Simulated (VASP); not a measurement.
Os:

```
Os
1.0
     2.73410    0.00000    0.00000
    -1.36705    2.36780    0.00000
     0.00000    0.00000    4.31970
Os
2
Direct
  0.66667 0.33333 0.75000
  0.33333 0.66667 0.25000
```

```yaml
Program: VASP 6.6.1
Task: relaxation of cell and atoms
Functional: SCAN
Dispersion: D3(BJ)
Potentials_or_basis: VASP PAW PBE potentials, release 64 (Os)
Cutoff: 600 eV
k_mesh: 11 × 11 × 6
Occupations: fermi-dirac, width 0.05 eV
Spin: no spin polarisation
```

At the start: pressure -11.5 GPa; volume 13.98 Å³/atom.

Where does the relaxation end?

Over 12 steps the energy falls by 13.4 meV/atom and the volume is 13.62 Å³/atom (-2.6 %); space group P6_3/mmc (No. 194, to 0.05 Å).

Step by step:
| step | energy change (eV) | largest force (eV/Å) | pressure (GPa) | volume (Å³) |
| --- | --- | --- | --- | --- |
| 1 | 0.0000 | 0.0000 | -11.50 | 27.96 |
| 2 | 0.6480 | 0.0000 | 76.71 | 24.10 |
| 3 | -0.0268 | 0.0000 | -0.73 | 27.28 |
| 4 | -0.0269 | 0.0000 | -0.12 | 27.25 |
| 5 | -0.0269 | 0.0000 | 0.13 | 27.23 |
| 6 | -0.0268 | 0.0000 | -0.45 | 27.27 |
| 7 | -0.0269 | 0.0000 | -0.09 | 27.25 |
| 8 | -0.0269 | 0.0000 | -0.09 | 27.25 |
| 9 | -0.0269 | 0.0000 | -0.06 | 27.25 |
| 10 | -0.0269 | 0.0000 | -0.07 | 27.25 |
| 11 | -0.0269 | 0.0000 | 0.17 | 27.23 |
| 12 | -0.0269 | 0.0000 | 0.01 | 27.24 |

Final structure:
```
CELL_PARAMETERS angstrom
2.71256 0.00000 0.00000
-1.35628 2.34915 0.00000
0.00000 0.00000 4.27501
ATOMIC_POSITIONS crystal
Os 0.66667 0.33333 0.75000
Os 0.33333 0.66667 0.25000
```

Caveat: the PAW data sets were made with another functional, which shifts forces and pressure a little; pairwise dispersion overbinds metals, which lowers pressure and volume.
